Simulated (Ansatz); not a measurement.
Geometry optimisation in Ansatz: input, command and trajectory.

```yaml
crystal:
  lattice:
    - [4.3938492981, 0.0, 0.0]
    - [0.0, 10.762688787, 0.0]
    - [0.0, 0.0, 15.2207404501]
  atoms:
    - { symbol: Ga, position: [0.0, 0.0, 0.0] }
    - { symbol: Ga, position: [1.0, 0.3333333333, 0.3333333333] }
    - { symbol: Sb, position: [0.5, 0.75, 0.25] }
    - { symbol: Ga, position: [0.0, 0.6666666667, 0.1666666667] }
    - { symbol: Sb, position: [0.5, 0.0833333333, 0.0833333333] }
    - { symbol: Sb, position: [0.5, 0.4166666667, 0.4166666667] }
    - { symbol: Ga, position: [0.5, 0.0, 0.25] }
    - { symbol: Sb, position: [0.0, 0.75, 0.0] }
    - { symbol: Sb, position: [0.0, 0.0833333333, 0.3333333333] }
    - { symbol: Ga, position: [0.5, 0.3333333333, 0.0833333333] }
    - { symbol: Ga, position: [0.5, 0.6666666667, 0.4166666667] }
    - { symbol: Sb, position: [0.0, 0.4166666667, 0.1666666667] }
    - { symbol: Sb, position: [1.0, 0.0, 0.5] }
    - { symbol: Sb, position: [1.0, 0.3333333333, 0.8333333333] }
    - { symbol: Ga, position: [0.5, 0.75, 0.75] }
    - { symbol: Sb, position: [1.0, 0.6666666667, 0.6666666667] }
    - { symbol: Ga, position: [0.5, 0.0833333333, 0.5833333333] }
    - { symbol: Ga, position: [0.5, 0.4166666667, 0.9166666667] }
    - { symbol: Sb, position: [0.5, 0.0, 0.75] }
    - { symbol: Ga, position: [0.0, 0.75, 0.5] }
    - { symbol: Ga, position: [0.0, 0.0833333333, 0.8333333333] }
    - { symbol: Sb, position: [0.5, 0.3333333333, 0.5833333333] }
    - { symbol: Sb, position: [0.5, 0.6666666667, 0.9166666667] }
    - { symbol: Ga, position: [1.0, 0.4166666667, 0.6666666667] }
basis:
  ecutwfc: 420
kpoints:
  mp_grid: { grid: [8, 4, 3] }
hamiltonian:
  xc: pbe
scf:
  occupations: { method: gaussian, width: 0.1 }
output:
  forces: true
  stress: true
  eigenvalues: true
  populations: true
  write_density: true
  write_potential: true
  elf: true
  volumetric_format: npy
relax:
  adjacent_minimum: "off"
  f_tol: 0.02
  max_steps: 45
  cell: { fix: [a, b, alpha, beta, gamma], stress_tol: 0.1 }
```

```bash
ansatz run input.yaml --threads 4 --pin off --max-ram 11264MiB --backend cpu --events-out ev --progress --plain --runs-dir out
```

Level of theory: DFT PBE, scalar-relativistic, plane waves, PAW (Ansatz).

Of 7 frames 7 are shown, positions in Å and forces in eV/Å; the SCF threshold varies from step to step. Steps run on the plane waves of an earlier cell, with a Pulay correction in the pressure. The basis is chosen afresh for the last frame, the zero of the energies, and can be on the way; energy and pressure step there, also at an unchanged geometry. The mark taken_back stands on steps that the optimiser undid.

```xyz
24
Lattice="4.3938 0.0000 0.0000 0.0000 10.7627 0.0000 0.0000 0.0000 15.2207" Properties=species:S:1:pos:R:3:forces:R:3 pbc="T T T" step=1 free_energy_over_end_meV_per_atom=42.35 pressure_GPa=1.25
Ga    0.0000    0.0000    0.0000    0.0000    0.6510   -0.9400
Ga    4.3938    3.5876    5.0736    0.0000   -0.0070   -0.0090
Sb    2.1969    8.0720    3.8052    0.0000   -0.0700   -0.0920
Ga    0.0000    7.1751    2.5368    0.0000   -0.1430    0.2180
Sb    2.1969    0.8969    1.2684    0.0000   -0.1940    0.2760
Sb    2.1969    4.4845    6.3420    0.0000    0.4230   -1.2330
Ga    2.1969    0.0000    3.8052    0.0000   -0.1470   -0.1430
Sb    0.0000    8.0720    0.0000    0.0000    0.8910    1.4600
Sb    0.0000    0.8969    5.0736    0.0000    0.3950   -1.1670
Ga    2.1969    3.5876    1.2684    0.0000    0.3630   -0.8710
Ga    2.1969    7.1751    6.3420    0.0000    0.6650    0.8300
Sb    0.0000    4.4845    2.5368    0.0000   -0.1130    0.1690
Sb    4.3938    0.0000    7.6104    0.0000   -0.4230    1.2330
Sb    4.3938    3.5876   12.6839    0.0000    0.1940   -0.2760
Ga    2.1969    8.0720   11.4156    0.0000    0.1430   -0.2180
Sb    4.3938    7.1751   10.1472    0.0000    0.0700    0.0920
Ga    2.1969    0.8969    8.8788    0.0000    0.0070    0.0090
Ga    2.1969    4.4845   13.9523    0.0000   -0.6510    0.9400
Sb    2.1969    0.0000   11.4156    0.0000    0.1130   -0.1690
Ga    0.0000    8.0720    7.6104    0.0000   -0.6650   -0.8300
Ga    0.0000    0.8969   12.6839    0.0000   -0.3630    0.8710
Sb    2.1969    3.5876    8.8788    0.0000   -0.3950    1.1670
Sb    2.1969    7.1751   13.9523    0.0000   -0.8910   -1.4600
Ga    4.3938    4.4845   10.1472    0.0000    0.1470    0.1430
24
Lattice="4.3938 0.0000 0.0000 0.0000 10.7627 0.0000 0.0000 0.0000 15.3749" Properties=species:S:1:pos:R:3:forces:R:3 pbc="T T T" step=2 free_energy_over_end_meV_per_atom=7.06 pressure_GPa=0.07
Ga    0.0000    0.1064   -0.0914    0.0000    0.2770   -0.0520
Ga    4.3938    3.5931    5.1060    0.0000   -0.0240   -0.0370
Sb    2.1969    8.0513    3.8568    0.0000   -0.0060    0.1860
Ga    0.0000    7.1442    2.6198    0.0000   -0.2470    0.2220
Sb    2.1969    0.8836    1.3053    0.0000    0.1090   -0.1640
Sb    2.1969    4.5463    6.2875    0.0000    0.0110    0.4600
Ga    2.1969   -0.0296    3.8119    0.0000   -0.1440   -0.0570
Sb    0.0000    8.1781    0.1652    0.0000   -0.2130   -0.6210
Sb    0.0000    0.9254    5.0105    0.0000   -0.1870    0.4750
Ga    2.1969    3.6163    1.2001    0.0000    0.0010    0.0400
Ga    2.1969    7.2600    6.4868    0.0000    0.2630    0.2620
Sb    0.0000    4.4571    2.5729    0.0000   -0.0340   -0.2130
Sb    4.3938   -0.0619    7.8062    0.0000   -0.0110   -0.4600
Sb    4.3938    3.6009   12.7884    0.0000   -0.1090    0.1640
Ga    2.1969    8.1030   11.4739    0.0000    0.2470   -0.2220
Sb    4.3938    7.1959   10.2369    0.0000    0.0060   -0.1860
Ga    2.1969    0.8914    8.9877    0.0000    0.0240    0.0370
Ga    2.1969    4.3781   14.1851    0.0000   -0.2770    0.0520
Sb    2.1969    0.0273   11.5208    0.0000    0.0340    0.2130
Ga    0.0000    7.9871    7.6069    0.0000   -0.2630   -0.2620
Ga    0.0000    0.8681   12.8936    0.0000   -0.0010   -0.0400
Sb    2.1969    3.5590    9.0832    0.0000    0.1870   -0.4750
Sb    2.1969    7.0690   13.9285    0.0000    0.2130    0.6210
Ga    4.3938    4.5140   10.2818    0.0000    0.1440    0.0570
24
Lattice="4.3938 0.0000 0.0000 0.0000 10.7627 0.0000 0.0000 0.0000 15.0746" Properties=species:S:1:pos:R:3:forces:R:3 pbc="T T T" step=3 free_energy_over_end_meV_per_atom=8.45 pressure_GPa=0.89 taken_back
Ga    0.0000    0.2237   -0.1455    0.0000   -0.0990   -0.0800
Ga    4.3938    3.4738    5.1652    0.0000    0.1830   -0.1740
Sb    2.1969    7.8969    3.7901    0.0000    0.0010   -0.2410
Ga    0.0000    6.9791    2.4963    0.0000    0.2000    0.1570
Sb    2.1969    0.8812    1.2451    0.0000   -0.1170    0.1350
Sb    2.1969    4.6436    6.2364    0.0000   -0.1960   -0.3240
Ga    2.1969   -0.2119    3.7016    0.0000    0.2030   -0.0220
Sb    0.0000    8.2174    0.0593    0.0000   -0.0090    0.3750
Sb    0.0000    0.7861    4.9484    0.0000    0.1150   -0.3310
Ga    2.1969    3.5728    1.2637    0.0000   -0.0900   -0.1360
Ga    2.1969    7.3599    6.4115    0.0000   -0.0990   -0.0090
Sb    0.0000    4.3133    2.5772    0.0000    0.1050    0.1330
Sb    4.3938   -0.1591    7.5819    0.0000    0.1960    0.3240
Sb    4.3938    3.6032   12.5733    0.0000    0.1170   -0.1350
Ga    2.1969    8.2681   11.3220    0.0000   -0.2000   -0.1570
Sb    4.3938    7.3502   10.0283    0.0000   -0.0010    0.2410
Ga    2.1969    1.0107    8.6532    0.0000   -0.1830    0.1740
Ga    2.1969    4.2608   13.9638    0.0000    0.0990    0.0800
Sb    2.1969    0.1712   11.2412    0.0000   -0.1050   -0.1330
Ga    0.0000    7.8873    7.4069    0.0000    0.0990    0.0090
Ga    0.0000    0.9117   12.5546    0.0000    0.0900    0.1360
Sb    2.1969    3.6983    8.8699    0.0000   -0.1150    0.3310
Sb    2.1969    7.0297   13.7591    0.0000    0.0090   -0.3750
Ga    4.3938    4.6963   10.1168    0.0000   -0.2030    0.0220
24
Lattice="4.3938 0.0000 0.0000 0.0000 10.7627 0.0000 0.0000 0.0000 15.3107" Properties=species:S:1:pos:R:3:forces:R:3 pbc="T T T" step=4 free_energy_over_end_meV_per_atom=0.22 pressure_GPa=0.20
Ga    0.0000    0.1556   -0.1263    0.0000   -0.0180    0.0070
Ga    4.3938    3.5601    5.1254    0.0000    0.0050   -0.0630
Sb    2.1969    7.9924    3.8731    0.0000   -0.0110   -0.0300
Ga    0.0000    7.0753    2.6115    0.0000   -0.0240    0.0870
Sb    2.1969    0.8734    1.2726    0.0000    0.0210    0.0070
Sb    2.1969    4.5806    6.3019    0.0000    0.0030    0.0890
Ga    2.1969   -0.0969    3.7722    0.0000    0.0100    0.0190
Sb    0.0000    8.1717    0.1245    0.0000    0.0510   -0.1010
Sb    0.0000    0.8705    5.0176    0.0000   -0.0180    0.0700
Ga    2.1969    3.5838    1.2209    0.0000   -0.0230    0.0120
Ga    2.1969    7.3109    6.5071    0.0000   -0.0300    0.0080
Sb    0.0000    4.4002    2.5582    0.0000   -0.0110    0.0270
Sb    4.3938   -0.0962    7.7330    0.0000   -0.0030   -0.0890
Sb    4.3938    3.6111   12.7622    0.0000   -0.0210   -0.0070
Ga    2.1969    8.1718   11.4234    0.0000    0.0240   -0.0870
Sb    4.3938    7.2547   10.1618    0.0000    0.0110    0.0300
Ga    2.1969    0.9244    8.9094    0.0000   -0.0050    0.0630
Ga    2.1969    4.3288   14.1611    0.0000    0.0180   -0.0070
Sb    2.1969    0.0843   11.4766    0.0000    0.0110   -0.0270
Ga    0.0000    7.9362    7.5277    0.0000    0.0300   -0.0080
Ga    0.0000    0.9006   12.8140    0.0000    0.0230   -0.0120
Sb    2.1969    3.6139    9.0173    0.0000    0.0180   -0.0700
Sb    2.1969    7.0755   13.9103    0.0000   -0.0510    0.1010
Ga    4.3938    4.5813   10.2626    0.0000   -0.0100   -0.0190
24
Lattice="4.3938 0.0000 0.0000 0.0000 10.7627 0.0000 0.0000 0.0000 15.2968" Properties=species:S:1:pos:R:3:forces:R:3 pbc="T T T" step=5 free_energy_over_end_meV_per_atom=0.05 pressure_GPa=0.25
Ga    0.0000    0.1618   -0.1186    0.0000   -0.0090   -0.0030
Ga    4.3938    3.5715    5.0991    0.0000   -0.0010    0.0210
Sb    2.1969    7.9979    3.8716    0.0000   -0.0170    0.0200
Ga    0.0000    7.0787    2.6218    0.0000    0.0180   -0.0160
Sb    2.1969    0.8726    1.2856    0.0000    0.0030    0.0030
Sb    2.1969    4.5775    6.2967    0.0000    0.0100   -0.0150
Ga    2.1969   -0.0896    3.7906    0.0000   -0.0070   -0.0110
Sb    0.0000    8.1790    0.1171    0.0000   -0.0050    0.0000
Sb    0.0000    0.8799    5.0295    0.0000   -0.0010   -0.0080
Ga    2.1969    3.5773    1.2157    0.0000   -0.0100   -0.0120
Ga    2.1969    7.3021    6.5053    0.0000    0.0040    0.0000
Sb    0.0000    4.4053    2.5428    0.0000   -0.0010    0.0100
Sb    4.3938   -0.0930    7.7254    0.0000   -0.0100    0.0150
Sb    4.3938    3.6118   12.7365    0.0000   -0.0030   -0.0030
Ga    2.1969    8.1685   11.4003    0.0000   -0.0180    0.0160
Sb    4.3938    7.2493   10.1505    0.0000    0.0170   -0.0200
Ga    2.1969    0.9130    8.9230    0.0000    0.0010   -0.0210
Ga    2.1969    4.3226   14.1407    0.0000    0.0090    0.0030
Sb    2.1969    0.0792   11.4793    0.0000    0.0010   -0.0100
Ga    0.0000    7.9450    7.5168    0.0000   -0.0040    0.0000
Ga    0.0000    0.9071   12.8064    0.0000    0.0100    0.0120
Sb    2.1969    3.6046    8.9926    0.0000    0.0010    0.0080
Sb    2.1969    7.0682   13.9050    0.0000    0.0050    0.0000
Ga    4.3938    4.5740   10.2315    0.0000    0.0070    0.0110
24
Lattice="4.3938 0.0000 0.0000 0.0000 10.7627 0.0000 0.0000 0.0000 15.3050" Properties=species:S:1:pos:R:3:forces:R:3 pbc="T T T" step=6 free_energy_over_end_meV_per_atom=0.03 pressure_GPa=0.22
Ga    0.0000    0.1576   -0.1235    0.0000    0.0040    0.0040
Ga    4.3938    3.5653    5.1110    0.0000    0.0010   -0.0050
Sb    2.1969    7.9874    3.8766    0.0000    0.0080   -0.0040
Ga    0.0000    7.0760    2.6196    0.0000   -0.0070    0.0030
Sb    2.1969    0.8683    1.2833    0.0000   -0.0020   -0.0050
Sb    2.1969    4.5781    6.3023    0.0000   -0.0020    0.0050
Ga    2.1969   -0.0995    3.7862    0.0000    0.0000    0.0020
Sb    0.0000    8.1770    0.1171    0.0000    0.0060   -0.0030
Sb    0.0000    0.8732    5.0270    0.0000    0.0010    0.0020
Ga    2.1969    3.5730    1.2181    0.0000    0.0020    0.0070
Ga    2.1969    7.3016    6.5109    0.0000   -0.0010   -0.0010
Sb    0.0000    4.3998    2.5517    0.0000    0.0010   -0.0050
Sb    4.3938   -0.0936    7.7272    0.0000    0.0020   -0.0050
Sb    4.3938    3.6162   12.7463    0.0000    0.0020    0.0050
Ga    2.1969    8.1712   11.4100    0.0000    0.0070   -0.0030
Sb    4.3938    7.2597   10.1529    0.0000   -0.0080    0.0040
Ga    2.1969    0.9192    8.9186    0.0000   -0.0010    0.0050
Ga    2.1969    4.3268   14.1530    0.0000   -0.0040   -0.0040
Sb    2.1969    0.0847   11.4779    0.0000   -0.0010    0.0050
Ga    0.0000    7.9455    7.5187    0.0000    0.0010    0.0010
Ga    0.0000    0.9114   12.8115    0.0000   -0.0020   -0.0070
Sb    2.1969    3.6113    9.0026    0.0000   -0.0010   -0.0020
Sb    2.1969    7.0701   13.9125    0.0000   -0.0060    0.0030
Ga    4.3938    4.5840   10.2433    0.0000    0.0000   -0.0020
24
Lattice="4.3938 0.0000 0.0000 0.0000 10.7627 0.0000 0.0000 0.0000 15.3050" Properties=species:S:1:pos:R:3:forces:R:3 pbc="T T T" step=7 free_energy_over_end_meV_per_atom=0.00 pressure_GPa=0.22
Ga    0.0000    0.1576   -0.1235    0.0000    0.0040    0.0040
Ga    4.3938    3.5653    5.1110    0.0000    0.0010   -0.0050
Sb    2.1969    7.9874    3.8766    0.0000    0.0080   -0.0040
Ga    0.0000    7.0760    2.6196    0.0000   -0.0070    0.0030
Sb    2.1969    0.8683    1.2833    0.0000   -0.0020   -0.0050
Sb    2.1969    4.5781    6.3023    0.0000   -0.0020    0.0050
Ga    2.1969   -0.0995    3.7862    0.0000    0.0000    0.0020
Sb    0.0000    8.1770    0.1171    0.0000    0.0060   -0.0030
Sb    0.0000    0.8732    5.0270    0.0000    0.0010    0.0020
Ga    2.1969    3.5730    1.2181    0.0000    0.0020    0.0070
Ga    2.1969    7.3016    6.5109    0.0000   -0.0010   -0.0010
Sb    0.0000    4.3998    2.5517    0.0000    0.0010   -0.0050
Sb    4.3938   -0.0936    7.7272    0.0000    0.0020   -0.0050
Sb    4.3938    3.6162   12.7463    0.0000    0.0020    0.0050
Ga    2.1969    8.1712   11.4100    0.0000    0.0070   -0.0030
Sb    4.3938    7.2597   10.1529    0.0000   -0.0080    0.0040
Ga    2.1969    0.9192    8.9186    0.0000   -0.0010    0.0050
Ga    2.1969    4.3268   14.1530    0.0000   -0.0040   -0.0040
Sb    2.1969    0.0847   11.4779    0.0000   -0.0010    0.0050
Ga    0.0000    7.9455    7.5187    0.0000    0.0010    0.0010
Ga    0.0000    0.9114   12.8115    0.0000   -0.0020   -0.0070
Sb    2.1969    3.6113    9.0026    0.0000   -0.0010   -0.0020
Sb    2.1969    7.0701   13.9125    0.0000   -0.0060    0.0030
Ga    4.3938    4.5840   10.2433    0.0000    0.0000   -0.0020
```

The run took 20 min on 4 threads of Intel(R) Xeon(R) Processor @ 2.70GHz, with other jobs on the host, peak memory 5.1 GiB.